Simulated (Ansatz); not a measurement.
Rigid (100) slab of AlRu, space group Pm-3m (No. 221):

```
CELL_PARAMETERS angstrom
2.97641 0.00000 0.00000
0.00000 2.97641 0.00000
0.00000 0.00000 24.44102
ATOMIC_POSITIONS crystal
Ru 0.50000 0.50000 0.34778
Al 0.00000 0.00000 0.40867
Ru 0.50000 0.50000 0.46956
Al 0.00000 0.00000 0.52963
Ru 0.50000 0.50000 0.59230
Al 0.00000 0.00000 0.64368
```

The calculation used DFT PBEsol, scalar-relativistic, plane waves, PAW (Ansatz 0.2.0). Settings: cutoff 420 eV, Γ-centred mesh 10×10×1 on the computed 7-atom cell, Gaussian smearing of 0.10 eV; no spin polarisation. The cell repeats along c with a dipole correction in the vacuum.

An adatom of H is held over the places (i/3, j/3) of the 1×1 surface cell, counted from the highest atom (Al), and only its height relaxes; one adatom per 8.9 Å². This grid misses the bridge places.

Q: What is the energy landscape, counted from the lowest point of this grid?

A: Energies in eV:

```
i j=0   j=1   j=2
0  0.00  0.08  0.08
1  0.08  0.16  0.16
2  0.08  0.16  0.16
```

Heights over the highest slab atom in Å:

```csv
i,j=0,j=1,j=2
0,1.62,1.38,1.38
1,1.38,1.00,1.00
2,1.38,1.00,1.00
```